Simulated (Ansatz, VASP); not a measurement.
One calculation of GaN, two programs

```
Ga N
1.0
     3.21842    0.00000    0.00000
    -1.60921    2.78724    0.00000
     0.00000    0.00000    5.24303
Ga N
2 2
Direct
  0.33333 0.66667 0.99913
  0.66667 0.33333 0.49913
  0.33333 0.66667 0.37587
  0.66667 0.33333 0.87587
```

Alike in both runs: task electric field gradients; functional PBE; k mesh 10 × 10 × 6; occupations gaussian, width 0.05 eV; no spin polarisation.

```csv
,VASP,Ansatz
version,VASP 6.6.1,Ansatz 0.2.0
potentials or method,"VASP PAW PBE potentials, release 64 (Ga_d, N)","scalar-relativistic, plane waves, PAW"
plane-wave cutoff (eV),520,420
valence electrons in the cell,36,36
```

VASP gave:

```
gap on the k mesh at the Fermi level (eV)                      : 1.72
least direct gap on the mesh (eV)                              : 1.72
pressure (GPa)                                                 : 0.1
Vzz of the field gradient on the site that differs most (V/Å²) : 4.6
```

Q: Estimate Ansatz's values.

A: gap on the k mesh at the Fermi level (eV): 1.71; least direct gap on the mesh (eV): 1.71; pressure (GPa): 0.0; Vzz of the field gradient on the site that differs most (V/Å²): 4.6.
